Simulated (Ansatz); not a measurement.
The system is Cu.

```xyz
2
Lattice="2.5341 0.0000 0.0000 -1.2670 2.1946 0.0000 0.0000 0.0000 4.1126" Properties=species:S:1:pos:R:3 pbc="T T T"
Cu    1.2670    0.7315    3.0844
Cu    0.0000    1.4631    1.0281
```

This isn't the form of Cu at room conditions, which is fcc.

Base run:

- Program: Ansatz 0.2.0
- Functional: RPBE
- Potentials or basis: Ansatz PAW
- Cutoff: 420 eV (not typed: the program's choice for these potentials)
- k mesh: 12 × 12 × 7
- Occupations: fermi-dirac, width 0.05 eV
- Spin: no spin polarisation

Its results: band gap on the k mesh none (metal or under the smearing width); pressure 12.5 GPa.

The run is repeated on the same cell with these changes: functional from RPBE to revPBE. What comes out?

Band gap on the k mesh none (metal or under the smearing width); pressure 11.1 GPa.

Caveats: the PAW data sets come from PBE, with cores solved anew for the run's functional, which leaves a small shift of forces and pressure.
